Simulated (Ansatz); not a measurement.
# TiN: starts and ends of a spin-polarised SCF, part 2 of 2

Is TiN magnetic at this level, in which order, and do all starts find it? Single-point runs from several starts follow. System: TiN, its deposited structure (space group Fm-3m, primitive cell doubled); the cell holds 4 atoms. Source: COD entry 1101045.

Ansatz 0.2.0; DFT PBE+U, PAW, plane waves, scalar-relativistic; U − J = 4.5 eV on Ti d. The steps go on from the part before.

## (4) No spin polarisation

input.yaml reads:

```yaml
crystal:
  lattice:
    - [-2.122, -2.122, -4.244]
    - [2.122, -2.122, 0.0]
    - [-2.122, -2.122, 0.0]
  atoms:
    - { symbol: Ti, position: [0.0, 0.0, 0.0] }
    - { symbol: Ti, position: [0.5, 0.5, 0.0] }
    - { symbol: "N", position: [0.0, 0.5, 0.5] }
    - { symbol: "N", position: [0.5, 0.0, 0.5] }
hamiltonian:
  xc: pbe
  pseudopotentials: { kind: paw }
  hubbard: { sites: [{ species: Ti, l: d, u_eff: 4.5 }] }
basis:
  ecutwfc: 420
kpoints:
  mp_grid: { grid: [5, 8, 9] }
scf:
  occupations: { method: fermi_dirac, width: 0.05 }
  lower_state_search: "off"
output:
  forces: true
  stress: true
```

Run with:

```sh
$ ansatz run input.yaml --threads 2 --pin off --max-ram 5120MiB --backend cpu --events-out ev --progress --plain --runs-dir out
```

Log, cut to the lines that bear on the results:

```text
[... 14 lines as in an earlier run ...]
Bands: 21, of which v1, the nominal top of the filled ones, is band 17 counted from 1 (16 counted from 0)
[... 7 lines as in an earlier run ...]
[...]
[... 2 lines as in an earlier run ...]
SCF iter   1: F=—  HF=-5766.662939 eV  |F-HF|=—  |Δ(HF+E_count)|=         —  Δρ=1.16e-1  dr2=6.52e0  ethr=3.10e-3  ⟨swp⟩=4.2  Hψ=9381  notcnv=0
[...]
SCF iter   8: F=-5765.375172 eV  HF=-5765.375172 eV  |F-HF|=4.58e-9  |Δ(HF+E_count)|=   1.03e-7  Δρ=7.28e-6  dr2=1.62e-8  ethr=2.94e-10  ⟨swp⟩=5.8  Hψ=10477  notcnv=0
the last iteration of the SCF fills more bands at one k-point than at another: 16 at k=3 and 20 at k=0 (a band counts as filled where it holds over half of its capacity, the bands of one level by their mean; [...]
SCF converged after 8 iterations
Free energy (F): -5765.375172 eV
[...]
E sigma→0 (E₀):  -5765.369301 eV
Entropy (-TS):   -0.011743 eV (-2.936 meV/atom)
Fermi energy:    17.754438 eV
[... 28 lines left out: energy terms, forces, stress ...]
Occupation matrices written to <dir>
```

Wall time 4.4 s (2 threads of Arm Neoverse V2, shared host); peak memory 0.43 GiB.

This is the state of step 2 again (non-magnetic), after 8 iterations.

## (5) Spin on, no moments given (the program may seed its own), plain SCF

Edit input.yaml of step 4 so:

```diff
@@ -24 +24,3 @@
   stress: true
+magnetization:
+  spin_polarized: true
```

Run with:

```sh
$ ansatz run input.yaml --threads 2 --pin off --max-ram 5120MiB --backend cpu --events-out ev --progress --plain --runs-dir out
```

Log, cut to the lines that bear on the results:

```text
Warning: crystal.symmetry: narrowed to the stabiliser of the k-point mesh — unitary ops 32 → 8, anti-unitary 32 → 8; excluded 48 operations that carry a point of the 5×8×9 mesh (shift [0, 0, 0]) off the mesh (the run samples exactly the mesh kpoints.mp_grid names, as under [...]
[... 2 lines as in an earlier run ...]
band count auto-derived: 23 (N_el = 34.0; filled up to band 17; 21 by the electrons, moments and atoms)
[... 11 lines as in an earlier run ...]
Bands: 23, of which v1, the nominal top of the filled ones, is band 17 counted from 1 (16 counted from 0)
[... 10 lines as in an earlier run ...]
SCF iter   1: F=—  HF=-5766.662805 eV  |F-HF|=—  |Δ(HF+E_count)|=         —  Δρ=5.81e-2 (↑5.81e-2 ↓5.81e-2)  dr2=6.52e0  dr2_m=0.00e0  M=0.000 μB ∫|m|=0.000 μB  β_m=0.30  ethr=3.10e-3  ⟨swp⟩=4.4  Hψ=9887  notcnv=0
[...]
[... 1 line as in an earlier run ...]
[...]
[... 1 line as in an earlier run ...]
On the way to this state 2 readings of the dielectric operator 1 − χ₀K were negative, and no later reading has overturned them. They rest on up to 6 mixing steps. No verdict is claimed: that takes 4 readings by which the close or the pass can be judged, each of them negative. [...]
this state was not tested for a lower state beside it, because too few of the mixer's solves of this state at the end of the SCF gave a reading for the test (the SCF was short, the solves that were read can be of a state that the SCF has left, the mixer's history had been emptied shortly [...]
SCF converged after 20 iterations
Magnetization: 0.0000 μB (17.0000 up, 17.0000 down)
Absolute magnetization: 0.0000 μB (∫|ρ↑−ρ↓|)
Spin contamination: 0.0000 ħ² per cell (⟨S²⟩ above its minimum at these occupations)
Per-site moments (μB) at R_I (Å): [(0.0, 0.875325), (0.0, 0.875325), (0.0, 0.875325), (0.0, 0.875325)]
Free energy (F): -5765.375172 eV
[...]
E sigma→0 (E₀):  -5765.369301 eV
Entropy (-TS):   -0.011743 eV (-2.936 meV/atom)
Fermi energy:    17.754403 eV
[... 28 lines left out: energy terms, forces, stress ...]
Occupation matrices written to <dir>
```

Run time: 13 s. Hardware: 2 threads of Arm Neoverse V2, shared host; peak memory 0.51 GiB.

This is the state of step 2 again (non-magnetic), after 20 iterations.

## (6) Parallel moments scaled by 1.5, plain SCF

Edit input.yaml of step 5 so:

```diff
@@ -6,6 +6,8 @@
   atoms:
-    - { symbol: Ti, position: [0.0, 0.0, 0.0] }
-    - { symbol: Ti, position: [0.5, 0.5, 0.0] }
+    - { symbol: Ti, position: [0.0, 0.0, 0.0], spin: 1.5 }
+    - { symbol: Ti, position: [0.5, 0.5, 0.0], spin: 1.5 }
     - { symbol: "N", position: [0.0, 0.5, 0.5] }
     - { symbol: "N", position: [0.5, 0.0, 0.5] }
+magnetization:
+  spin_polarized: true
 hamiltonian:
@@ -24,3 +26 @@
   stress: true
-magnetization:
-  spin_polarized: true
```

Run with:

```sh
$ ansatz run input.yaml --threads 2 --pin off --max-ram 5120MiB --backend cpu --events-out ev --progress --plain --runs-dir out
```

Log, cut to the lines that bear on the results:

```text
[... 23 lines as in an earlier run ...]
Starting moments: Σ|m| = 3 μB on 2 of 4 sites
[... 2 lines as in an earlier run ...]
SCF iter   1: F=—  HF=-5765.796768 eV  |F-HF|=—  |Δ(HF+E_count)|=         —  Δρ=9.13e-2 (↑9.13e-2 ↓6.70e-2)  dr2=6.00e0  dr2_m=1.16e0  M=1.458 μB ∫|m|=1.801 μB  β_m=0.30  ethr=3.10e-3  ⟨swp⟩=4.5  Hψ=20642  notcnv=0
[...]
[... 1 line as in an earlier run ...]
[...]
spin-set hold released at iteration 7 (site moments contracting): the magnetisation degrees of freedom join the quasi-Newton model from the next iteration; the mixer history was flushed
[...]
SCF iter  34: F=-5765.375172 eV  HF=-5765.375172 eV  |F-HF|=1.46e-10  |Δ(HF+E_count)|=   2.72e-9  Δρ=3.67e-7 (↑3.67e-7 ↓2.81e-7)  dr2=1.95e-11  dr2_m=3.01e-11  M=0.000 μB ∫|m|=0.000 μB  ethr=1.00e-12  ⟨swp⟩=1.0  Hψ=15489  notcnv=0
WARN: the starting moments were not kept: the SCF closed with an absolute magnetisation of 5.9e-5 μB, where they sum to 3 μB in size (2 sites). That is at most 0.1 of that sum. Measured as dr2_m measures the in/out step, that magnetisation stands 1.0e-9 eV from none, at or under the [...]
[... 1 line as in an earlier run ...]
[...]
SCF converged after 34 iterations
Magnetization: 0.0000 μB (17.0000 up, 17.0000 down)
Absolute magnetization: 0.0001 μB (∫|ρ↑−ρ↓|, with the PAW one-centre terms)
Spin contamination: 0.0000 ħ² per cell (⟨S²⟩ above its minimum at these occupations)
Per-site moments (μB) at R_I (Å): [(1.2071488618147533e-5, 0.875325), (1.2071488618147533e-5, 0.875325), (-2.691471448308574e-7, 0.875325), (-2.691471448308574e-7, 0.875325)]
Free energy (F): -5765.375172 eV
[...]
E sigma→0 (E₀):  -5765.369301 eV
Entropy (-TS):   -0.011743 eV (-2.936 meV/atom)
Fermi energy:    17.754408 eV
[... 28 lines left out: energy terms, forces, stress ...]
Occupation matrices written to <dir>
```

It took 23 s on 2 threads of Arm Neoverse V2, shared host; peak memory 0.51 GiB.

This is the state of step 2 again (non-magnetic), after 34 iterations.

## (7) The runs side by side

| step | iterations | state | moments of Ti1 Ti2 (μB) | total (μB) | gap (eV) | pressure (GPa) | above lowest (meV/atom) |
| --- | --- | --- | --- | --- | --- | --- | --- |
| 2 | 46 | 1 | 0.00 0.00 | 0.00 | none | 7.1 | 0.0 |
| 3 | 28 | 1 | 0.00 0.00 | 0.00 | none | 7.1 | 0.0 |
| 4 | 8 | 1 | 0.00 0.00 | 0.00 | none | 7.1 | 0.0 |
| 5 | 20 | 1 | 0.00 0.00 | 0.00 | none | 7.1 | 0.0 |
| 6 | 34 | 1 | 0.00 0.00 | 0.00 | none | 7.1 | 0.0 |

States are numbered from the lowest. Starts by step: 2 parallel moments, plain SCF; 3 opposed moments +-, plain SCF; 4 no spin polarisation; 5 spin on, no moments given (the program may seed its own), plain SCF; 6 parallel moments scaled by 1.5, plain SCF.

The 5 runs of this session took 2.2 min in all, from 4.4 s to 78 s each.

Decimal logarithm of the largest residual (eV) by iteration, counted through all cycles of a run:

| iteration | step 2 | step 3 | step 4 | step 5 | step 6 |
| --- | --- | --- | --- | --- | --- |
| 1 | 0.8 | 0.8 | 0.8 | 0.8 | 0.8 |
| 2 | 0.1 | 0.1 | -0.7 | 0.2 | 0.1 |
| 3 | -0.9 | -0.9 | -1.2 | -0.2 | -0.6 |
| 4 | -1.1 | -1.1 | -2.0 | -0.6 | -0.8 |
| 5 | -1.5 | -1.4 | -3.3 | -1.0 | -1.1 |
| 9 | -2.2 | -2.1 | - | -3.4 | -2.6 |
| 13 | -3.4 | -4.3 | - | -3.3 | -3.9 |
| 17 | -3.6 | -5.0 | - | -5.9 | -3.3 |
| 21 | -3.3 | -6.1 | - | - | -3.3 |
| 26 | -3.6 | -9.3 | - | - | -4.6 |
| 30 | -3.0 | - | - | - | -6.4 |
| 34 | -3.4 | - | - | - | -10.5 |
| 38 | -3.5 | - | - | - | - |
| 42 | -5.7 | - | - | - | - |
| 46 | -11.1 | - | - | - | - |

## (8) What came out

This closing draws on all 2 parts.

| quantity | value |
| --- | --- |
| distinct states | 1 from 5 converged runs |
| lowest state | non-magnetic |
| total moment | 0.00 μB per cell |
| gap on the k-mesh | none |
| pressure | 7.1 GPa |
| largest force | 0.000 eV/Å |

**Reading.** Distinct end states: 1, from 5 converged runs. Spin polarisation gains nothing here: every starting moment dies out; orders that need a larger cell weren't tried. These are lowest states among those tried, not proven ground states. The mesh has less symmetry than the lattice, which lowers the symmetry of the run.
